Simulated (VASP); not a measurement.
# TiC (Fm-3m) in VASP: notebook

One crystal, TiC, is run at these levels: PBE; tasks: relaxation of cell and atoms.

Everything below comes from runs of VASP 6.6.1. Logs are shortened: lines on timing, memory, paths and dates and some standing lists are left out, and cuts for length are marked.

## 1. The crystal as given

The structure is cubic, space group Fm-3m (No. 225). The conventional cell has a = 4.319 Å, b = 4.319 Å, c = 4.319 Å, α = 90.00°, β = 90.00°, γ = 90.00°. Ti (site symmetry m-3m) is surrounded by 6 C at 2.16 Å. Around C (site symmetry m-3m) lie 6 Ti at 2.16 Å.

## 2. Relaxation of cell and atoms, PBE

File INCAR:

```
SYSTEM = TiC
ALGO = Fast
EDIFF = 1E-7
EDIFFG = -0.002
ENCUT = 520
GGA = PE
IBRION = 2
ISIF = 3
ISMEAR = 0
LASPH = .TRUE.
LCHARG = .FALSE.
LREAL = .FALSE.
LWAVE = .FALSE.
NELM = 80
NSW = 80
PREC = Accurate
SIGMA = 0.1
```

File KPOINTS:

```
k-points
0
G
  4 4 4
  0 0 0
```

File POSCAR:

```
TiC
1.0
    0.0000000000      2.1593000000      2.1593000000
    2.1593000000      0.0000000000      2.1593000000
    2.1593000000      2.1593000000      0.0000000000
Ti C
1 1
Direct
    0.0000000000      0.0000000000      0.0000000000
    0.5000000000      0.5000000000      0.5000000000
```

Potentials or basis: VASP PAW PBE potentials, release 64 (Ti_sv, C).

Run with:

```console
$ cat potpaw_PBE.64/Ti_sv/POTCAR potpaw_PBE.64/C/POTCAR > POTCAR
$ mpirun -np 1 vasp_std > vasp.out
```

OUTCAR:

```text
SYSTEM = TiC
   EDIFF = 1E-7
   EDIFFG = -0.002
   ENCUT = 520
   GGA = PE
   IBRION = 2
   ISIF = 3
   ISMEAR = 0
   LASPH = .TRUE.
   LREAL = .FALSE.
   NELM = 80
   NSW = 80
   PREC = Accurate

 ion  position               nearest neighbor table
   1  0.000  0.000  0.000-   2 2.16   2 2.16   2 2.16   2 2.16   2 2.16   2 2.16
   2  0.500  0.500  0.500-   1 2.16   1 2.16   1 2.16   1 2.16   1 2.16   1 2.16

  LATTYP: Found a face centered cubic cell.
 ALAT       =     4.3186000000

  Lattice vectors:

 A1 = (   0.0000000000,   2.1593000000,   2.1593000000)
 A2 = (   2.1593000000,   0.0000000000,   2.1593000000)
 A3 = (   2.1593000000,   2.1593000000,   0.0000000000)

Analysis of symmetry for initial positions (statically):
=====================================================================
 Subroutine PRICEL returns:
 Original cell was already a primitive cell.

 Routine SETGRP: Setting up the symmetry group for a
 face centered cubic supercell.

 Subroutine GETGRP returns: Found 48 space group operations
 (whereof 48 operations were pure point group operations)
 out of a pool of 48 trial point group operations.

The static configuration has the point symmetry O_h .

Analysis of symmetry for dynamics (positions and initial velocities):
=====================================================================
 Subroutine PRICEL returns:
 Original cell was already a primitive cell.

 Routine SETGRP: Setting up the symmetry group for a
 face centered cubic supercell.

 Subroutine GETGRP returns: Found 48 space group operations
 (whereof 48 operations were pure point group operations)
 out of a pool of 48 trial point group operations.

The dynamic configuration has the point symmetry O_h .

 Subroutine INISYM returns: Found 48 space group operations
 (whereof 48 operations are pure point group operations),
 and found     1 'primitive' translations

----------------------------------------------------------------------------------------

                                     Primitive cell

  volume of cell :      20.1358

  direct lattice vectors                    reciprocal lattice vectors
     0.000000000  2.159300000  2.159300000    -0.231556523  0.231556523  0.231556523
     2.159300000  0.000000000  2.159300000     0.231556523 -0.231556523  0.231556523
     2.159300000  2.159300000  0.000000000     0.231556523  0.231556523 -0.231556523

  length of vectors
     3.053711345  3.053711345  3.053711345     0.401067663  0.401067663  0.401067663

  position of ions in fractional coordinates (direct lattice)
     0.000000000  0.000000000  0.000000000
     0.500000000  0.500000000  0.500000000

  ion indices of the primitive-cell ions
   primitive index   ion index
                 1           1
                 2           2

----------------------------------------------------------------------------------------

 KPOINTS: k-points

Automatic generation of k-mesh.
 Grid dimensions read from file:
 generate k-points for:    4    4    4

 Generating k-lattice:

  Cartesian coordinates                     Fractional coordinates (reciprocal lattice)
    -0.057889131  0.057889131  0.057889131     0.250000000  0.000000000  0.000000000
     0.057889131 -0.057889131  0.057889131     0.000000000  0.250000000  0.000000000
     0.057889131  0.057889131 -0.057889131     0.000000000  0.000000000  0.250000000

  Length of vectors
     0.100266916  0.100266916  0.100266916

  Shift w.r.t. Gamma in fractional coordinates (k-lattice)
     0.000000000  0.000000000  0.000000000

 Subroutine IBZKPT returns following result:
 ===========================================

 Found      8 irreducible k-points:

 Following reciprocal coordinates:
            Coordinates               Weight
  0.000000  0.000000  0.000000      1.000000
  0.250000  0.000000  0.000000      8.000000
  0.500000  0.000000  0.000000      4.000000
  0.250000  0.250000  0.000000      6.000000
  0.500000  0.250000  0.000000     24.000000
 -0.250000  0.250000  0.000000     12.000000
  0.500000  0.500000  0.000000      3.000000
 -0.250000  0.500000  0.250000      6.000000
   k-points           NKPTS =      8   k-points in BZ     NKDIM =      8   number of bands    NBANDS=     12
   number of dos      NEDOS =    301   number of ions     NIONS =      2
   total plane-waves  NPLWV =  13824
   dimension x,y,z NGX =    24 NGY =   24 NGZ =   24
   dimension x,y,z NGXF=    48 NGYF=   48 NGZF=   48
   ions per type =               1   1
   NGX,Y,Z   is equivalent  to a cutoff of  13.07, 13.07, 13.07 a.u.
   NGXF,Y,Z  is equivalent  to a cutoff of  26.13, 26.13, 26.13 a.u.
 SYSTEM =  TiC
   PREC   = accura    normal or accurate (medium, high low for compatibility)
   ISTART =      0    job   : 0-new  1-cont  2-samecut
   ICHARG =      2    charge: 1-file 2-atom 10-const
   ISPIN  =      1    spin polarized calculation?
   LNONCOLLINEAR =      F non collinear calculations
   LSORBIT =      F    spin-orbit coupling
   LASPH  =      T    aspherical Exc in radial PAW
   ENCUT  =  520.0 eV  38.22 Ry    6.18 a.u.   5.68  5.68  5.68*2*pi/ulx,y,z
   NELM   =     80;   NELMIN=  2; NELMDL= -5     # of ELM steps
   EDIFF  = 0.1E-06   stopping-criterion for ELM
   LREAL  =      F    real-space projection
   EDIFFG = -.2E-02   stopping-criterion for IOM
   NSW    =     80    number of steps for IOM
   IBRION =      2    ionic relax: 0-MD 1-quasi-New 2-CG
   NFREE  =      1    steps in history (QN), initial steepest desc. (CG)
   ISIF   =      3    stress and relaxation
   ISYM   =      2    0-nonsym 1-usesym 2-fastsym
   POTIM  = 0.5000    time-step for ionic-motion
   TEBEG  =    0.0;   TEEND  =   0.0 temperature during run
   PSTRESS=    0.0 pullay stress
   NELECT =      16.0000    total number of electrons
   NUPDOWN=      -1.0000    fix difference up-down
   EMIN   =  10.00;   EMAX   =-10.00  energy-range for DOS
   EFERMI =   0.00;   METHOD = LEGACY
   ISMEAR =     0;   SIGMA  =   0.10  broadening in eV -4-tet -1-fermi 0-gaus
   EFERMI_NEDOS =   21; number of points for ismear=-14 and -15
   IALGO  =     68    algorithm
   IMIX   =      4    mixing-type and parameters
     AMIX     =   0.40;   BMIX     =  1.00
     AMIX_MAG =   1.60;   BMIX_MAG =  1.00
  volume/ion in A,a.u.               =      10.07        67.94
  Fermi-wavevector in a.u.,A,eV,Ry     =   1.516323  2.865436 31.283015  2.299237
  Thomas-Fermi vector in A             =   2.625728
   LORBIT       =      0    0 simple, 1 ext, 2 COOP (PROOUT), +10 PAW based schemes
   GGA     = PE    functional components
   LHFCALC =     F    Hartree Fock is set to
   AEXX    =    0.0000 exact exchange contribution
   IVDW    =     0    specifies the selected vdW correction
   LEPSILON=     F    determine dielectric tensor
   LRPA    =     F    only Hartree local field effects (RPA)
 conjugate gradient relaxation of ions
 non-spin polarized calculation
 RMM-DIIS sequential band-by-band and
 Gauss-broadening in eV      SIGMA  =   0.10
  energy-cutoff  :      520.00
  volume of cell :       20.14
 maximum number of plane-waves:       560
 NGX is ok and might be reduce to    24
   NGX = 11   NGY = 11   NGZ = 11

--------------------------------------- Ionic step        1  -------------------------------------------

 number of electron      16.0000002 magnetization

 Free energy of the ion-electron system (eV)
  ---------------------------------------------------
  ext. energy  EPLUGINS =         0.00000000
  ---------------------------------------------------
  free energy    TOTEN  =       -18.65422336 eV

  energy without entropy =      -18.65351240  energy(sigma->0) =      -18.65386788

------------------------ aborting loop because EDIFF is reached ----------------------------------------

  FORCE on cell =-STRESS in cart. coord.  units (eV):
  Direction    XX          YY          ZZ          XY          YZ          ZX
  --------------------------------------------------------------------------------------
  -------------------------------------------------------------------------------------
  Total        0.2300128      0.2300128      0.2300128      0.0000000      0.0000000     -0.0000000
  in kB       18.3017946     18.3017946     18.3017946      0.0000000      0.0000000     -0.0000000
  external PRESSURE =      18.3017946 kB  Pullay stress =       0.0000000 kB

 VOLUME and BASIS-vectors are now :
 -----------------------------------------------------------------------------
  energy-cutoff  :      520.00
  volume of cell :       20.14
      direct lattice vectors                 reciprocal lattice vectors
     0.000000000  2.159300000  2.159300000    -0.231556523  0.231556523  0.231556523
     2.159300000  0.000000000  2.159300000     0.231556523 -0.231556523  0.231556523
     2.159300000  2.159300000  0.000000000     0.231556523  0.231556523 -0.231556523
[... 37 lines left out ...]
 POSITION                                       TOTAL-FORCE (eV/Angst)
 -----------------------------------------------------------------------------------
      4.34256      4.34256      4.34256         0.000000      0.000000     -0.000000
      2.17128      2.17128      2.17128        -0.000000     -0.000000      0.000000
 -----------------------------------------------------------------------------------
    total drift:                                0.000000     -0.000000      0.000000

  FREE ENERGIE OF THE ION-ELECTRON SYSTEM (eV)
  ---------------------------------------------------
  free  energy   TOTEN  =       -18.6536967922 eV

  energy  without entropy=      -18.6527397016  energy(sigma->0) =      -18.65321825

--------------------------------------- Ionic step        3  -------------------------------------------

 number of electron      16.0000000 magnetization

 Free energy of the ion-electron system (eV)
  ---------------------------------------------------
  ext. energy  EPLUGINS =         0.00000000
  ---------------------------------------------------
  free energy    TOTEN  =       -18.65505784 eV

  energy without entropy =      -18.65424560  energy(sigma->0) =      -18.65465172

 E-fermi :   9.1861     XC(G=0): -12.7098

 val. band max:        9.0066700771   @ k =   0.2500   0.2500   0.0000
 cond. band min:       9.3476389156   @ k =   0.5000   0.5000   0.0000
 fundamental gap:      0.3409688385
 Fermi energy:         9.1860959494

 k-point     1 :       0.0000    0.0000    0.0000
  band No.  band energies     occupation
      1     -47.0811      2.00000
      2     -23.1083      2.00000
      3     -23.1083      2.00000
      4     -23.1083      2.00000
      5      -3.0092      2.00000
      6      10.1669      0.00000
      7      10.1669      0.00000
      8      10.1669      0.00000
      9      11.0474      0.00000
     10      11.0474      0.00000
     11      11.0474      0.00000
     12      11.1974      0.00000

 k-point     2 :       0.2500    0.0000    0.0000
  band No.  band energies     occupation
      1     -47.0443      2.00000
      2     -23.3642      2.00000
      3     -23.1326      2.00000
      4     -23.1326      2.00000
      5      -1.7008      2.00000
      6       6.6775      2.00000
      7       7.7255      2.00000
      8       7.7255      2.00000
      9      11.2440      0.00000
     10      11.2440      0.00000
     11      12.2711      0.00000
     12      15.2768      0.00000
[... 110 lines left out ...]
 POSITION                                       TOTAL-FORCE (eV/Angst)
 -----------------------------------------------------------------------------------
      0.00000      0.00000      0.00000         0.000000      0.000000     -0.000000
      2.16452      2.16452      2.16452         0.000000      0.000000      0.000000
 -----------------------------------------------------------------------------------
    total drift:                                0.000000     -0.000000     -0.000000

  FREE ENERGIE OF THE ION-ELECTRON SYSTEM (eV)
  ---------------------------------------------------
  free  energy   TOTEN  =       -18.6550578405 eV

  energy  without entropy=      -18.6542456040  energy(sigma->0) =      -18.65465172

 reached required accuracy - stopping structural energy minimisation
```

Run time: 16 s. Hardware: 1 thread of Intel Xeon Platinum 8488C (Sapphire Rapids), shared host; peak memory 0.14 GiB.

What came out:

```
Free energy                            : -18.6551 eV
Relaxed volume                         : 10.14 Å³/atom
Relaxed cell                           : a = 3.061 Å, b = 3.061 Å, c = 3.061 Å, α = 60.00°, β = 60.00°, γ = 60.00°
Space group after relaxing (to 0.05 Å) : Fm-3m (No. 225)
Energy gained by relaxing              : 0.4 meV/atom
Ionic steps                            : 3
Pressure after relaxing                : 0.0 GPa
Band gap on the k mesh                 : none (metal or under the smearing width)
```

Step by step:
| step | energy change (eV) | largest force (eV/Å) | pressure (GPa) | volume (Å³) |
| --- | --- | --- | --- | --- |
| 1 | 0.0000 | 0.0000 | 1.83 | 20.14 |
| 2 | 0.0005 | 0.0000 | -2.25 | 20.47 |
| 3 | -0.0008 | 0.0000 | 0.00 | 20.28 |

Final structure:
```yaml
crystal:
  lattice:
    - [0.00000, 2.16452, 2.16452]
    - [2.16452, 0.00000, 2.16452]
    - [2.16452, 2.16452, 0.00000]
  atoms:
    - { symbol: Ti, position: [0.00000, 0.00000, 0.00000] }
    - { symbol: C, position: [0.50000, 0.50000, 0.50000] }
```

Levels at points of the mesh, in eV from the Fermi level:
| k point | band 6 | band 7 | band 8 | band 9 | band 10 | band 11 |
| --- | --- | --- | --- | --- | --- | --- |
| (0.00, 0.00, 0.00) | 0.98 | 0.98 | 0.98 | 1.86 | 1.86 | 1.86 |
| (0.50, 0.00, 0.00) | -5.61 | -2.66 | -2.66 | 3.22 | 3.22 | 4.38 |
| (0.50, 0.50, 0.00) | -3.21 | -1.35 | 0.16 | 0.16 | 3.01 | 3.83 |

Caveat: the k mesh is coarse (spacing up to 0.63 Å⁻¹), so the values aren't converged. Zero-point motion and thermal expansion aren't in these numbers.

## 3. Relaxation of cell and atoms, PBE

This run uses another cell than the first one, of 10.14 Å³/atom, 1.007 times its volume.

INCAR is that of step 2.

KPOINTS is that of step 2.

File POSCAR:

```
TiC                                     
1.0
    0.0000000000      2.1645249290      2.1645249290
    2.1645249290      0.0000000000      2.1645249290
    2.1645249290      2.1645249290     -0.0000000000
  Ti              C             
     1     1
Direct
     0.0000000000000000    0.0000000000000000    0.0000000000000000
     0.5000000000000000    0.5000000000000000    0.5000000000000000
```

Potentials or basis: VASP PAW PBE potentials, release 64 (Ti_sv, C).

Run with:

```console
$ cat potpaw_PBE.64/Ti_sv/POTCAR potpaw_PBE.64/C/POTCAR > POTCAR
$ mpirun -np 1 vasp_std > vasp.out
```

It took 8.2 s on 1 thread of Intel Xeon Platinum 8488C (Sapphire Rapids), shared host; peak memory 0.13 GiB.

It converged, with:

* Free energy: -18.6552 eV
* Pressure after relaxing: 0.0 GPa
* Band gap on the k mesh: none (metal or under the smearing width)

Final structure:
```yaml
crystal:
  lattice:
    - [0.00000, 2.16452, 2.16452]
    - [2.16452, 0.00000, 2.16452]
    - [2.16452, 2.16452, 0.00000]
  atoms:
    - { symbol: Ti, position: [0.00000, 0.00000, 0.00000] }
    - { symbol: C, position: [0.50000, 0.50000, 0.50000] }
```

Levels at points of the mesh, in eV from the Fermi level:
```csv
k point,band 5,band 6,band 7,band 8,band 9,band 10,band 11,band 12
"(0.00, 0.00, 0.00)",-12.20,0.98,0.98,0.98,1.86,1.86,1.86,2.01
"(0.50, 0.00, 0.00)",-8.72,-5.61,-2.66,-2.66,3.22,3.22,4.42,8.46
"(0.50, 0.50, 0.00)",-9.92,-3.21,-1.35,0.16,0.16,3.01,3.83,3.83
```

Caveat: the k mesh is coarse (spacing up to 0.63 Å⁻¹), so the values aren't converged; the relaxation stopped at its first step, so nothing moved.
